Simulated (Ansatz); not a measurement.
CsPbI3:
```
CsPbI3
1.0
    6.23832     0.00000     0.00000
    0.00000     6.23832     0.00000
    0.00000     0.00000     6.23832
Cs Pb I
1 1 3
Direct
  0.50000   0.50000   0.50000
  0.00000   0.00000   0.00000
  0.00000   0.00000   0.50000
  0.50000   0.00000   0.00000
  0.00000   0.50000   0.00000
```

Plane-wave PAW PBEsol (Ansatz code) gives a gap of 1.18 eV without spin–orbit coupling, maximum at R, minimum at R.

Q: What happens when spin–orbit coupling is switched on?

A: The gap falls by 1.11 eV, to 0.07 eV; maximum at R, minimum at R.

Space group Pm-3m (cubic perovskite). This is a known high-temperature phase of the composition, computed here at zero pressure and temperature. The PBEsol relaxation kept the symmetry of its start; of distortions, only those at the zone centre were tested, and some modes there are weakly imaginary.

Potentials: the later of the program's two PAW sets.
